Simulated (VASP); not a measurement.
Method: PBE GGA, VASP's PBE PAW potentials (set 64) (plane waves; VASP).

Input for VASP

### INCAR
```
! general
SYSTEM  = BaF2
PREC    = Accurate
ENCUT   = 520
LREAL   = .FALSE.
LASPH   = .TRUE.

! electronic loop
EDIFF   = 1E-6
NELM    = 100
ALGO    = Normal
IMIX    = 4
AMIX    = 0.2
BMIX    = 0.0001
LMAXMIX = 4

! smearing
ISMEAR  = 0
SIGMA   = 0.05

! functional
GGA     = PE

! ions
ISIF    = 2

! output
LWAVE   = .FALSE.
LCHARG  = .FALSE.
```

POSCAR:
```
BaF2
1.0
  0.0000000000   3.1000000000   3.1000000000
  3.1000000000   0.0000000000   3.1000000000
  3.1000000000   3.1000000000   0.0000000000
Ba F
1 2
Direct
  0.0000000000   0.0000000000   0.0000000000
  0.2500000000   0.2500000000   0.2500000000
  0.7500000000   0.7500000000   0.7500000000
```

File KPOINTS:
```
Automatic mesh
0
Gamma
7 7 7
0 0 0
```

POTCAR, in this order: Ba_sv F (PBE.64 set). Program: vasp_std.

Output of the run:

File OSZICAR:
```
       N       E                     dE             d eps       ncg     rms          rms(c)
DAV:   1     0.165059564293E+03    0.16506E+03   -0.13253E+04   640   0.139E+03
DAV:   2    -0.120620392894E+02   -0.17712E+03   -0.17058E+03   816   0.295E+02
DAV:   3    -0.187704823376E+02   -0.67084E+01   -0.67012E+01   824   0.680E+01
DAV:   4    -0.188730629622E+02   -0.10258E+00   -0.10257E+00   824   0.748E+00
DAV:   5    -0.188774015020E+02   -0.43385E-02   -0.43385E-02   856   0.102E+00    0.863E+00
DAV:   6    -0.173936539502E+02    0.14837E+01   -0.30934E+00   640   0.144E+01    0.496E+00
DAV:   7    -0.170815641969E+02    0.31209E+00   -0.22940E+00   736   0.107E+01    0.340E+00
DAV:   8    -0.171475361027E+02   -0.65972E-01   -0.58255E-01   656   0.655E+00    0.142E+00
DAV:   9    -0.171092687153E+02    0.38267E-01   -0.38706E-01   744   0.440E+00    0.288E-01
DAV:  10    -0.171095844664E+02   -0.31575E-03   -0.91819E-03   792   0.758E-01    0.250E-01
DAV:  11    -0.171086519098E+02    0.93256E-03   -0.42387E-03   728   0.467E-01    0.529E-02
DAV:  12    -0.171086771801E+02   -0.25270E-04   -0.74351E-04   824   0.194E-01    0.305E-02
DAV:  13    -0.171086560965E+02    0.21084E-04   -0.14334E-04   776   0.915E-02    0.778E-03
DAV:  14    -0.171086573012E+02   -0.12047E-05   -0.12331E-05   880   0.249E-02    0.700E-03
DAV:  15    -0.171086574499E+02   -0.14868E-06   -0.39689E-06   728   0.172E-02
   1 F= -.17108657E+02 E0= -.17108657E+02  d E =-.836984E-22
```

### OUTCAR
```
------------------------ aborting loop because EDIFF is reached ----------------------------------------
  FORCE on cell =-STRESS in cart. coord.  units (eV):
  Direction    XX          YY          ZZ          XY          YZ          ZX
  --------------------------------------------------------------------------------------
  Total        0.8590731      0.8590731      0.8590731      0.0000000     -0.0000000      0.0000000
  in kB       23.1007264     23.1007264     23.1007264      0.0000000     -0.0000000      0.0000000
  external PRESSURE =      23.1007264 kB  Pullay stress =       0.0000000 kB
  volume of cell :       59.58
      direct lattice vectors                 reciprocal lattice vectors
     0.000000000  3.100000000  3.100000000    -0.161290323  0.161290323  0.161290323
     3.100000000  0.000000000  3.100000000     0.161290323 -0.161290323  0.161290323
     3.100000000  3.100000000  0.000000000     0.161290323  0.161290323 -0.161290323
 POSITION                                       TOTAL-FORCE (eV/Angst)
 -----------------------------------------------------------------------------------
      0.00000      0.00000      0.00000         0.000000      0.000000      0.000000
      1.55000      1.55000      1.55000        -0.000000     -0.000000     -0.000000
      4.65000      4.65000      4.65000         0.000000      0.000000      0.000000
 -----------------------------------------------------------------------------------
    total drift:                                0.000000      0.000000      0.000000
  FREE ENERGIE OF THE ION-ELECTRON SYSTEM (eV)
  ---------------------------------------------------
  free  energy   TOTEN  =       -17.1086574499 eV

  energy  without entropy=      -17.1086574499  energy(sigma->0) =      -17.10865745
```
(Selected blocks of OUTCAR.)

### OUTCAR
```
 val. band max:       -2.0881364824   @ k =   0.4286   0.2857   0.1429

 cond. band min:       4.6920839867   @ k =   0.0000   0.0000   0.0000


 Fermi energy:        -1.7532176598

 k-point     1 :       0.0000    0.0000    0.0000
  band No.  band energies     occupation
      1     -25.1709      2.00000
      2     -21.0025      2.00000
      3     -20.9535      2.00000
      4     -10.0072      2.00000
      5     -10.0072      2.00000
      6     -10.0072      2.00000
      7      -3.5646      2.00000
      8      -3.5646      2.00000
      9      -3.5646      2.00000
     10      -2.1467      2.00000
     11      -2.1467      2.00000
     12      -2.1467      2.00000
     13       4.6921      0.00000
     14       7.1086      0.00000
     15       7.1086      0.00000
     16       9.3158      0.00000

 k-point     2 :       0.1429    0.0000    0.0000
  band No.  band energies     occupation
      1     -25.1331      2.00000
      2     -21.0228      2.00000
      3     -20.9990      2.00000
      4     -10.0431      2.00000
      5     -10.0383      2.00000
      6     -10.0383      2.00000
      7      -3.4795      2.00000
      8      -3.4795      2.00000
      9      -3.3536      2.00000
     10      -2.2864      2.00000
     11      -2.1747      2.00000
     12      -2.1747      2.00000
     13       5.1436      0.00000
     14       7.0971      0.00000
     15       7.0971      0.00000
     16       9.0768      0.00000

 k-point     3 :       0.2857    0.0000    0.0000
  band No.  band energies     occupation
      1     -25.0445      2.00000
      2     -21.1289      2.00000
      3     -21.0476      2.00000
      4     -10.1138      2.00000
      5     -10.1059      2.00000
      6     -10.1059      2.00000
      7      -3.3003      2.00000
      8      -3.3003      2.00000
      9      -2.8769      2.00000
     10      -2.5429      2.00000
     11      -2.2221      2.00000
     12      -2.2221      2.00000
     13       6.0960      0.00000
...
```

Unless said otherwise, spin-orbit coupling is left out, though it shifts the bands of the heavy elements here.

The compound is BaF2 in the fluorite structure. The cell was not relaxed at this level. The run is one of a series of settings (AMIX = 0.2, BMIX = 0.0001, IMIX = 4 against the base run), some of them coarse on purpose.
